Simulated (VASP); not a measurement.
# Hf: intraband terms of a metal's spectrum

Hf, Fm-3m (no. 225), 1 atom in the cell. PBE, independent-particle dielectric function; PAW potentials Hf_pv (PBE set).

## Input

INCAR.step1:
```
SYSTEM = Hf
PREC = Accurate ; ENCUT = 260
ISMEAR = 1 ; SIGMA = 0.1
EDIFF = 1E-7 ; LASPH = .TRUE.
KPAR = 4 ; LWAVE = .FALSE.
LCHARG = .TRUE. ; LMAXMIX = 4
```

INCAR.step2:
```
SYSTEM = Hf
PREC = Accurate ; ENCUT = 260
ISMEAR = 0 ; SIGMA = 0.3
EDIFF = 1E-6 ; LASPH = .TRUE.
KPAR = 4 ; LWAVE = .TRUE.
LCHARG = .FALSE. ; LMAXMIX = 4
ICHARG = 11 ; NBANDS = 19
NEDOS = 3000 ; OMEGAMAX = 30
CSHIFT = 0.1
```

INCAR.step3, as INCAR.step2 but for:
```
- LWAVE = .TRUE.
+ LWAVE = .FALSE.
+ LOPTICS = .TRUE.
+ ALGO = None
+ NELM = 1
+ ISTART = 1
```

INCAR.step4, as INCAR.step3 but for:
```
+ WPLASMAI = 0.03
```

INCAR.step5 to INCAR.step6 change the same tag again: WPLASMAI = 0.1, 0.3.

INCAR.step7, as INCAR.step6 but for:
```
- WPLASMAI = 0.3
+ RTIME = 40
```

INCAR.step8, as INCAR.step7 but for:
```
- RTIME = 40
+ RTIME = 5
```

INCAR.step9, as INCAR.step8 but for:
```
- RTIME = 5
+ LNABLA = .TRUE.
```

INCAR.step10, as INCAR.step9 but for:
```
- ISMEAR = 0
- LNABLA = .TRUE.
+ ISMEAR = -5
```

KPOINTS.step1:
```
k-points
0
Gamma
  10 10 10
```

KPOINTS.step2:
```
k-points
0
Gamma
  21 21 21
```

POSCAR:
```
Hf
1.0
    0.0000000000      2.2200000000      2.2200000000
    2.2200000000      0.0000000000      2.2200000000
    2.2200000000      2.2200000000      0.0000000000
Hf
1
Direct
    0.0000000000      0.0000000000      0.0000000000
```

Commands (each step's output is kept before the next begins):
```
cat potpaw_PBE.64/Hf_pv/POTCAR > POTCAR
cp INCAR.step1 INCAR
cp KPOINTS.step1 KPOINTS
mpirun -np 4 vasp_std > vasp.out
cp INCAR.step2 INCAR
cp KPOINTS.step2 KPOINTS
mpirun -np 4 vasp_std > vasp.out
cp INCAR.step3 INCAR
mpirun -np 4 vasp_std > vasp.out
cp INCAR.step4 INCAR
mpirun -np 4 vasp_std > vasp.out
cp INCAR.step5 INCAR
mpirun -np 4 vasp_std > vasp.out
cp INCAR.step6 INCAR
mpirun -np 4 vasp_std > vasp.out
cp INCAR.step7 INCAR
mpirun -np 4 vasp_std > vasp.out
cp INCAR.step8 INCAR
mpirun -np 4 vasp_std > vasp.out
cp INCAR.step9 INCAR
mpirun -np 4 vasp_std > vasp.out
cp INCAR.step10 INCAR
mpirun -np 4 vasp_std > vasp.out
```

## Result

- Bands: 19

One ground state, settings moved in the last step alone:

| Settings | Plasma frequency (eV) | Im ε at 0.5 eV | Im ε at 1 eV | Im ε at 2 eV | Im ε at 4 eV | Time (s) |
|---|---|---|---|---|---|---|
| interband part alone | 6.41 | 15.5 | 26.8 | 14.5 | 12.3 | 10 |
| Drude term, WPLASMAI 0.03 | 6.41 | 25.3 | 28.0 | 14.7 | 12.4 | 11 |
| Drude term, WPLASMAI 0.1 | 6.41 | 47.1 | 30.8 | 15.0 | 12.4 | 10 |
| Drude term, WPLASMAI 0.3 | 6.41 | 88.0 | 38.1 | 16.0 | 12.5 | 10 |
| relaxation time RTIME 40 fs | 6.41 | 20.9 | 27.4 | 14.6 | 12.3 | 11 |
| relaxation time RTIME 5 fs | 6.41 | 55.9 | 32.1 | 15.2 | 12.4 | 11 |
| transversal form (LNABLA) | 6.10 | 14.1 | 24.5 | 13.2 | 11.4 | 10 |
| tetrahedron method | – | – | – | – | – | no result |

Limits: Spin-orbit coupling is left out, which can matter with atoms this heavy.

VASP 6.6.1 took 91 s on 4 cores (AMD EPYC 7R43 (Zen 3)), a shared host.
